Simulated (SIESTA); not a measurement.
MnS:

```
Mn S
1.0
     1.83000    1.05655    2.97092
    -1.83000    1.05655    2.97092
     0.00000   -2.11310    2.97092
Mn S
1 1
Direct
  0.00000 0.00000 0.00000
  0.50000 0.50000 0.50000
```

The cell is a database's computed one.

- Program: SIESTA 5.4.2
- Task: single point
- Functional: PBE
- Potentials or basis: PseudoDojo 0.4 standard (PBE files)
- Basis: DZP (energy shift 0.002 Ry)
- Grid cutoff: 800 Ry
- Energy shift: 0.002 Ry
- k mesh: 9 × 9 × 9
- Occupations: fermi-dirac, width 0.05 eV
- Spin: collinear spin, ferromagnetic start
- Starting moments: [4.0, 0.0] μB

On this cell: pressure -0.1 GPa; largest force under 0.003 eV/Å; net moment 4.72 μB per cell; site moments Mn +4.60; S +0.12 μB; band gap on the k mesh none (metal or under the smearing width).

The same run follows on a disturbed copy (atoms moved at random, drawn with an rms of 0.05 Å):

```xyz
2
Lattice="1.8300 1.0565 2.9709 -1.8300 1.0565 2.9709 0.0000 -2.1131 2.9709" Properties=species:S:1:pos:R:3 pbc="T T T"
Mn   -0.0160   -0.0031    0.0474
S     0.0330    0.0089    4.4197
```

What does the disturbed cell give?

The energy (extrapolated to zero smearing) moves by +7.8 meV/atom; pressure 0.3 GPa; largest force 0.320 eV/Å; net moment 4.72 μB per cell; site moments Mn +4.60; S +0.12 μB; band gap on the k mesh none (metal or under the smearing width).

Forces in eV/Å, atoms in the order of the input:
```
Mn   0.162  0.045 -0.271
S   -0.163 -0.045  0.272
```

Stress tensor (GPa, compression positive):
```
 0.28  0.28 -0.36
 0.28  0.09 -0.15
-0.36 -0.15  0.57
```

Caveats: semicore shells carry a single zeta, which can move pressures by several GPa and volumes by a few percent; the basis of atomic orbitals isn't converged, which shifts pressures, moduli and gaps; a cell with one magnetic atom can't hold antiferromagnetic order, which such compounds often take; semilocal functionals often make such compounds metallic where correlation or magnetic order opens a gap, which also shifts bond lengths.
